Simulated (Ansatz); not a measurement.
# Ge: equation of state with PBEsol

**Experimental background.**

From “Sub-monolayer structures of Ag overlayers on Ge(111): experimental observations and first-principles study”, 2019, arxiv:1908.00180, for a bulk crystal of Ge: bulk modulus 75.8 GPa.

Crystal: Ge.

```
Ge
1.0
     0.00000    2.82891    2.82891
     2.82891    0.00000    2.82891
     2.82891    2.82891    0.00000
Ge
2
Direct
  0.75000 0.75000 0.75000
  0.50000 0.50000 0.50000
```

```
Program             : Ansatz 0.2.0
Task                : equation of state
Functional          : PBEsol
Potentials or basis : PseudoDojo PBEsol
Cutoff              : 1061 eV
Density cutoff      : 4245 eV
k mesh              : 8 × 8 × 8
Occupations         : fermi-dirac, width 0.05 eV
Spin                : no spin polarisation
```

```json
{
  "Equilibrium volume": "22.86 Å³/atom",
  "Bulk modulus": "66 GPa",
  "Pressure derivative of the bulk modulus": "4.8 (rough: it moves with the points fitted)"
}
```

Energy against volume, from the lowest point:
| volume (Å³/atom) | energy (meV/atom) |
| --- | --- |
| 21.281 | 25.41 |
| 21.733 | 12.14 |
| 22.186 | 3.89 |
| 22.639 | 0.03 |
| 23.092 | 0.00 |
| 23.545 | 3.50 |
| 23.997 | 10.17 |

All runs of the series together: 14 s on 2 threads of Arm Neoverse V1 (shared host).

Against the measured bulk modulus of Ge, 75.8 GPa (quoted in “Sub-monolayer structures of Ag overlayers on Ge(111): experimental observations and first-principles study”, 2019, arxiv:1908.00180), the calculated 66 GPa is off by -12.8 %. The fit is for a static lattice scaled at fixed shape and fixed fractional positions. The cell as given is a measured one (22.64 Å³/atom); PBEsol puts the equilibrium volume +1.0 % from it, thermal expansion not counted.
